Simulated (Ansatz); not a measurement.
# Ge (P6_3/mmc) in Ansatz: relaxation of cell and atoms with LDA

Aim: the relaxation of cell and atoms of Ge with LDA.

Everything below comes from runs of Ansatz 0.2.0. Logs are shortened: lines on timing, memory, paths and dates and some standing lists are left out, and cuts for length are marked.

### 1 The structure

Symmetry: P6_3/mmc, No. 194, hexagonal system. The conventional cell has a = 4.003 Å, b = 4.003 Å, c = 13.157 Å, α = 90.00°, β = 90.00°, γ = 120.00°. Ge (site symmetry 3m) has 4 Ge at 2.45 to 2.47 Å as nearest neighbours. Ge (site symmetry 3m) has 4 Ge at 2.45 Å as nearest neighbours.

This isn't the form of Ge at room conditions, which is diamond.

### 2 Relaxation of cell and atoms, LDA

The input, input.yaml:

```yaml
crystal:
  lattice:
    - [4.0031158814, 0.0, 0.0]
    - [-2.0015579407, 3.4668000476, 0.0]
    - [0.0, 0.0, 13.15670686]
  atoms:
    - { symbol: Ge, position: [0.3333333333, 0.6666666667, 0.15594157] }
    - { symbol: Ge, position: [0.6666666667, 0.3333333333, 0.84405843] }
    - { symbol: Ge, position: [0.6666666667, 0.3333333333, 0.65594157] }
    - { symbol: Ge, position: [0.3333333333, 0.6666666667, 0.34405843] }
    - { symbol: Ge, position: [0.0, 0.0, 0.09314884] }
    - { symbol: Ge, position: [0.0, 0.0, 0.90685116] }
    - { symbol: Ge, position: [0.0, 0.0, 0.59314884] }
    - { symbol: Ge, position: [0.0, 0.0, 0.40685116] }
hamiltonian:
  xc: lda
  pseudopotentials: { kind: paw }
kpoints:
  mp_grid: { grid: [8, 8, 2] }
scf:
  occupations: { method: fermi_dirac, width: 0.05 }
output:
  forces: true
  stress: true
  eigenvalues: true
relax:
  f_tol: 0.01
  max_steps: 40
  cell: { stress_tol: 0.05 }
```

Potentials or basis: Ansatz PAW.

The run is started by

```
$ ansatz run input.yaml --threads 4 --pin off --max-ram 11264MiB --backend cpu --events-out ev --progress --plain --runs-dir out
```

What it wrote:

```text
Warning: RAYON_NUM_THREADS=4 ignored (pool sized by the plan → 4); use --threads N
Engine: ansatz 0.2.0, x86_64-unknown-linux-gnu
Pseudopotentials: kind: paw
Pseudopotential: Ge, paw, valence charge 14, recommended cutoff 420 eV (normal), Ge.paw.azcp
Functional definition: SPW92
  exchange = slater_x
  correlation = pw_c
Crystal: 8 atoms, lattice volume = 182.589 Å³
Basis set: ecut = 420 eV, 3583 PW (Γ)
Bands: 68, of which v1, the nominal top of the filled ones, is band 56 counted from 1 (55 counted from 0)
Symmetry: 24 space group operations
Space group: P63/mmc (ITA 194), of the structure as read, at distance tolerance 5.7e-5 Å
k-points: 20 of 128
Non-local potential: Ge, projectors of the file, l = 0: 2, l = 1: 2, l = 2: 3, l = 3: 1
PAW form: soft (Blöchl's): semilocal exchange-correlation on the pseudo side does not see the compensation charge
PAW frozen core: Ge, regenerated for the run's functional, and the local potential with it (the file was generated under x = pbe(κ = 0.804, μ = 0.2195149727645171), c = pbe(β = 0.06672455060314922))
PAW one-centre angular grid: Ge, 590 points (default); XC on 64 Gauss nodes
Initial density: superposition of atomic densities (neutral atoms: chi_scale 0, normalization atom), corrected by the library's trained network
Initial wavefunctions: pseudopotential atomic-orbital guess
Functional: x = slater, c = lda
SCF iter   1: F=—  HF=-33725.660845 eV  |F-HF|=—  |Δ(HF+E_count)|=         —  Δρ=4.88e-3  dr2=1.84e-2  ethr=1.77e-3  ⟨swp⟩=6.0  Hψ=4784  notcnv=0  defer=4
preconditioner: auto → LDOS  [metal: Δε(μ)=0.091 eV  Ē_g=22.596 eV  σ=0.050 eV  W_gap=0.38  n_scr=52 (ndim 8)  ℏωp=29.1 eV  f_vac=0.073  D(μ)=0.34/eV (n_scr^D=2)  β→1.0]
SCF iter   2: F=—  HF=-33725.652482 eV  |F-HF|=—  |Δ(HF+E_count)|=   8.36e-3  Δρ=7.02e-4  dr2=4.75e-3  ethr=1.65e-5  ⟨swp⟩=2.0  Hψ=2789  notcnv=0  defer=54
SCF iter   3: F=—  HF=-33725.653922 eV  |F-HF|=—  |Δ(HF+E_count)|=   1.44e-3  Δρ=1.06e-3  dr2=1.18e-2  ethr=4.25e-6  ⟨swp⟩=2.5  Hψ=2582  notcnv=0  defer=54
SCF iter   4: F=—  HF=-33725.651220 eV  |F-HF|=—  |Δ(HF+E_count)|=   2.70e-3  Δρ=2.58e-4  dr2=4.39e-4  ethr=4.25e-6  ⟨swp⟩=2.0  Hψ=1506  notcnv=0  defer=54
SCF iter   5: F=—  HF=-33725.651113 eV  |F-HF|=—  |Δ(HF+E_count)|=   1.06e-4  Δρ=3.95e-5  dr2=1.01e-5  ethr=3.92e-7  ⟨swp⟩=3.0  Hψ=2408  notcnv=0  defer=54
SCF iter   6: F=—  HF=-33725.651106 eV  |F-HF|=—  |Δ(HF+E_count)|=   7.28e-6  Δρ=5.90e-6  dr2=5.78e-8  ethr=8.93e-11  ⟨swp⟩=8.3  Hψ=7038  notcnv=0
SCF iter   7: F=-33725.651106 eV  HF=-33725.651106 eV  |F-HF|=3.32e-9  |Δ(HF+E_count)|=   2.33e-8  Δρ=1.86e-6  dr2=3.60e-9  ethr=5.16e-11  ⟨swp⟩=2.0  Hψ=4138  notcnv=0
SCF 1 converged in 7 iterations: F = -33725.651106 eV  dr2 = 3.60e-9
relax step   1: F+E_penalty+E_count = -33725.65110610 eV  Δ(F+E_penalty+E_count) = +0.000e0 eV  max|allowed force component| = 1.460e-2 eV/Å  Δτ_max = 0.0000 Å  P = -1.894 GPa  Ω = 182.589 Å³  (7 SCF iters, dr2 threshold 1.00e-7 eV, accepted)
Crystal: 8 atoms, lattice volume = 178.129 Å³
Basis set: ecut = 420 eV, 3523 PW (Γ)
Initial density: handed on by an earlier stage of this run
Initial wavefunctions: those handed on with the density
iter 1 solved again at ethr=2.86e-6 eV; its pass at ethr=3.10e-3 eV (dr2=3.20e-3 eV) is discarded
SCF iter   1: F=—  HF=-33725.683325 eV  |F-HF|=—  |Δ(HF+E_count)|=         —  Δρ=1.21e-3  dr2=3.20e-3  ethr=2.86e-6  ⟨swp⟩=2.0  Hψ=5780  notcnv=0
preconditioner: auto → LDOS  [metal: Δε(μ)=0.050 eV  Ē_g=22.707 eV  σ=0.050 eV  W_gap=0.24  n_scr=52 (ndim 8)  ℏωp=29.4 eV  f_vac=0.052  D(μ)=0.42/eV (n_scr^D=2)  β→1.0]
[... 35 lines left out ...]
SCF 5 converged in 6 iterations: F = -33725.682568 eV  dr2 = 1.70e-12
relax step   5: F+E_penalty+E_count = -33725.68256790 eV  Δ(F+E_penalty+E_count) = +8.941e-4 eV  max|allowed force component| = 9.367e-5 eV/Å  Δτ_max = 0.0000 Å  P = +0.002 GPa  Ω = 177.400 Å³  stress off target by 3.61e-3 GPa  SCF on the basis re-selected at this cell (its energy is not comparable with the rows above)  (6 SCF iters)
basis re-selected at this cell: Δ(F+E_penalty+E_count) = +8.941e-4 eV, ΔP = +0.003 GPa vs the last step (what re-selecting the basis moved, of the pressure what is left beyond the Pulay correction that the steps carried, after the strain that the cell walked since its last selection, with what the two solves' SCF thresholds leave and, on support functions, any second-order correction that the steps lacked; it is no measure of the basis error at this ecutwfc). This SCF's stress stands 3.61e-3 GPa from its target on what of the cell is left free (relax.cell.stress_tol is 5.00e-2 GPa) and its largest allowed force component is 9.37e-5 eV/Å (relax.f_tol is 1.00e-2 eV/Å): within both
SCF converged after 6 iterations
Free energy (F): -33725.682568 eV
Harris-Foulkes:  -33725.682568 eV  (|F-HF|=0.00e0)
Internal energy: -33725.679175 eV  (E = F + TS)
E sigma→0 (E₀):  -33725.680872 eV
Entropy (-TS):   -0.003393 eV (-0.424 meV/atom)
Fermi energy:    8.585340 eV
--- Per-component energies (eV) ---
  E_band       = -1213.178946
  E_kinetic    = 898.469835
  E_local      = -19702.383501  (includes V_loc(G=0)·N_el)
  E_nonlocal   = 3374.136985
  E_hartree    = 8638.948475
  E_xc         = -603.477944
  E_vxc        = -523.433366  (∫ρ·V_xc dr)
  E_paw        = -15531.473874  (= ΣΔE_a)
  E_vpaw       = -2537.868017  (= ΣTr[D̂ρ^β])
  E_aug_tail   = 0.002226  (compensation charges beyond the density's cutoff)
  E_ewald      = -10815.167988
  E_core_change = 15.266610  (= ΣΔE_core)
  E_smearing   = -0.003393  (= −TS)
  E_closure    = -0.000000  (closes the sum)
  Σ components = -33725.682568   (vs F -33725.682568, Δ=0.00e0)
--- Forces (eV/Å), atoms counted from 1 ---
  atom   1  Ge    -0.00000000     0.00000000     0.00009367
  atom   2  Ge    -0.00000000    -0.00000000    -0.00009367
  atom   3  Ge     0.00000000    -0.00000000     0.00009367
  atom   4  Ge     0.00000000     0.00000000    -0.00009367
  atom   5  Ge    -0.00000000    -0.00000000    -0.00002639
  atom   6  Ge    -0.00000000     0.00000000     0.00002639
  atom   7  Ge     0.00000000     0.00000000    -0.00002639
  atom   8  Ge     0.00000000    -0.00000000     0.00002639
  max |Σ_I F_I| component: 3.70e-17 eV/Å
--- Stress (GPa, compression-positive) ---
        0.003612       0.000000       0.000000
        0.000000       0.003612       0.000000
        0.000000       0.000000      -0.002056
  P = ⅓ Tr σ = 0.0017 GPa (0.017 kbar)
--- Band table (eV; the first three rows and the last of 20) ---
  k-point 0: bands = ["-16.4537", "-16.4537", "-16.4442", "-16.4442", "-16.4395", "-16.4395", "-16.4259", "-16.4211", "-16.4203", "-16.4203", "-16.4038", "-16.4003", "-16.3875", "-16.3875", "-16.3602", "-16.3602", "-16.3557", "-16.3557", "-16.3371", "-16.3371", "-16.1999", "-16.1999", "-16.1875", "-16.1875", "-16.1858", "-16.1833", "-16.1833", "-16.1766", "-16.1757", "-16.1652", "-16.1638", "-16.1638", "-16.1464", "-16.1464", "-16.1292", "-16.1292", "-16.1256", "-16.1256", "-16.1165", "-16.1165", "-4.4483", "-3.7065", "-3.6801", "-2.3206", "0.7978", "3.6887", "3.7431", "7.0714", "7.0714", "7.6218", "7.6218", "7.7042", "7.7042", "8.4460", "8.5676", "8.5938", "8.6148", "8.6148", "9.0272", "9.3570", "10.9483", "10.9483", "11.1835", "11.7725", "11.7725", "12.3446", "12.3446", "12.6954"]
  k-point 1: bands = ["-16.4507", "-16.4507", "-16.4507", "-16.4507", "-16.4291", "-16.4291", "-16.4291", "-16.4291", "-16.4237", "-16.4237", "-16.4019", "-16.4019", "-16.3763", "-16.3763", "-16.3763", "-16.3763", "-16.3430", "-16.3430", "-16.3430", "-16.3430", "-16.1957", "-16.1957", "-16.1957", "-16.1957", "-16.1831", "-16.1831", "-16.1727", "-16.1727", "-16.1727", "-16.1727", "-16.1685", "-16.1685", "-16.1383", "-16.1383", "-16.1383", "-16.1383", "-16.1194", "-16.1194", "-16.1194", "-16.1194", "-4.2549", "-4.2549", "-2.8697", "-2.8697", "1.7394", "1.7394", "6.1007", "6.1007", "7.2258", "7.2258", "7.2258", "7.2258", "8.2594", "8.2594", "8.2594", "8.2594", "8.6910", "8.6910", "9.7256", "9.7256", "11.3428", "11.3428", "11.3428", "11.3428", "11.9529", "11.9529", "12.5393", "12.5393"]
  k-point 2: bands = ["-16.4652", "-16.4576", "-16.4481", "-16.4476", "-16.4471", "-16.4432", "-16.4315", "-16.4254", "-16.4217", "-16.4137", "-16.4034", "-16.3884", "-16.3796", "-16.3738", "-16.3512", "-16.3491", "-16.3486", "-16.3475", "-16.3261", "-16.3243", "-16.2224", "-16.2152", "-16.2109", "-16.1981", "-16.1981", "-16.1919", "-16.1900", "-16.1747", "-16.1738", "-16.1637", "-16.1555", "-16.1553", "-16.1541", "-16.1413", "-16.1259", "-16.1250", "-16.1226", "-16.1215", "-16.1104", "-16.1043", "-4.2756", "-3.5353", "-3.5097", "-2.1434", "0.8208", "3.5539", "3.5971", "5.6149", "6.3423", "6.3426", "6.6658", "6.6934", "7.3143", "7.3431", "8.1453", "8.3139", "9.7084", "9.9134", "10.0050", "10.5241", "11.1855", "11.3608", "11.3789", "11.7065", "12.2729", "12.4328", "12.7118", "12.7909"]
  k-point 19: bands = ["-16.4787", "-16.4787", "-16.4699", "-16.4699", "-16.4694", "-16.4694", "-16.4553", "-16.4553", "-16.3701", "-16.3701", "-16.3545", "-16.3545", "-16.3176", "-16.3176", "-16.3028", "-16.3028", "-16.3009", "-16.3009", "-16.2883", "-16.2883", "-16.2613", "-16.2613", "-16.2510", "-16.2510", "-16.2433", "-16.2433", "-16.2216", "-16.2216", "-16.2203", "-16.2203", "-16.2048", "-16.2048", "-16.1068", "-16.1068", "-16.1011", "-16.1011", "-16.0957", "-16.0957", "-16.0866", "-16.0866", "-1.7350", "-1.7350", "-1.1594", "-1.1594", "0.3215", "0.3215", "0.8749", "0.8749", "3.9712", "3.9712", "4.5808", "4.5808", "5.5032", "5.5032", "6.1953", "6.1953", "9.9948", "9.9948", "11.1480", "11.1480", "12.6311", "12.6311", "12.9478", "12.9478", "13.8748", "13.8748", "14.1247", "14.1247"]
--- Relaxed structure (4 steps of the walk, 4 accepted, 1 SCFs on fresh bases) ---
  F+E_penalty+E_count = -33725.68256790 eV   max|allowed force component| = 9.367e-5 eV/Å   (the final SCF, on the basis selected at the relaxed cell)
  cell:  # Å, volume = 177.4000 Å³
    - [3.9680197487517903, 0.0, 0.0]
    - [-1.9840098743758952, 3.4364059051373963, 0.0]
    - [0.0, 0.0, 13.009944623608776]
  atoms:
    - { symbol: Ge, position: [0.3333333333333333, 0.6666666666666667, 0.15582779229172108] }
    - { symbol: Ge, position: [0.6666666666666667, 0.3333333333333333, 0.8441722077082792] }
    - { symbol: Ge, position: [0.6666666666666667, 0.3333333333333333, 0.6558277922917208] }
    - { symbol: Ge, position: [0.3333333333333333, 0.6666666666666667, 0.3441722077082791] }
    - { symbol: Ge, position: [-7.417915647277937e-34, 6.85160253106319e-34, 0.09323669374132819] }
    - { symbol: Ge, position: [1.2376584728125164e-33, -6.481245637492206e-34, 0.9067633062586719] }
    - { symbol: Ge, position: [1.2576549305099715e-33, -5.74053185035024e-34, 0.5932366937413281] }
    - { symbol: Ge, position: [-9.269700115132854e-34, 3.148033595353357e-34, 0.40676330625867185] }
```

Run time: 31 s. Hardware: 4 threads of Intel Xeon at 2.50GHz (Skylake/Cascade Lake), shared host; peak memory 0.7 GiB.

What came out:

| Quantity | Value |
| --- | --- |
| Free energy | -33725.6826 eV |
| Relaxed volume | 22.18 Å³/atom |
| Relaxed cell | a = 3.968 Å, b = 3.968 Å, c = 13.010 Å, α = 90.00°, β = 90.00°, γ = 120.00° |
| Space group after relaxing (to 0.05 Å) | P6_3/mmc (No. 194) |
| Energy gained by relaxing | 3.9 meV/atom |
| Ionic steps | 5 |
| Pressure after relaxing | 0.0 GPa |
| Band gap on the k mesh | none (metal or under the smearing width) |

The path:
```tsv
step	energy change (eV)	largest force (eV/Å)	volume (Å³)
1	0.0000	0.0146	182.59
2	-0.0314	0.0144	178.13
3	-0.0323	0.0078	177.33
4	-0.0324	0.0001	177.40
5	-0.0315	0.0001	177.40
```

Final structure:
```yaml
crystal:
  lattice:
    - [3.96802, 0.00000, 0.00000]
    - [-1.98401, 3.43641, 0.00000]
    - [0.00000, 0.00000, 13.00994]
  atoms:
    - { symbol: Ge, position: [0.33333, 0.66667, 0.15583] }
    - { symbol: Ge, position: [0.66667, 0.33333, 0.84417] }
    - { symbol: Ge, position: [0.66667, 0.33333, 0.65583] }
    - { symbol: Ge, position: [0.33333, 0.66667, 0.34417] }
    - { symbol: Ge, position: [0.00000, 0.00000, 0.09324] }
    - { symbol: Ge, position: [0.00000, 0.00000, 0.90676] }
    - { symbol: Ge, position: [0.00000, 0.00000, 0.59324] }
    - { symbol: Ge, position: [0.00000, 0.00000, 0.40676] }
```

Levels at points of the mesh, in eV from the Fermi level:
| k point | band 52 | band 53 | band 54 | band 55 | band 56 | band 57 | band 58 | band 59 | band 60 | band 61 |
| --- | --- | --- | --- | --- | --- | --- | --- | --- | --- | --- |
| (0.00, 0.00, 0.00) | -0.88 | -0.88 | -0.14 | -0.02 | 0.01 | 0.03 | 0.03 | 0.44 | 0.77 | 2.36 |
| (0.00, 0.00, -0.50) | -1.36 | -0.33 | -0.33 | -0.33 | -0.33 | 0.11 | 0.11 | 1.14 | 1.14 | 2.76 |
| (0.00, -0.50, 0.00) | -2.51 | -2.49 | -2.47 | -1.88 | -1.49 | 0.17 | 0.28 | 0.48 | 1.34 | 1.68 |
| (0.00, -0.50, -0.50) | -3.00 | -2.69 | -2.69 | -1.84 | -1.84 | 0.56 | 0.56 | 1.24 | 1.24 | 2.18 |

Caveat: the plane-wave basis is chosen anew once the cell has moved, so the energies of steps on either side of that aren't comparable; the PAW data sets come from PBE, with cores solved anew for the run's functional, which leaves a small shift of forces and pressure.
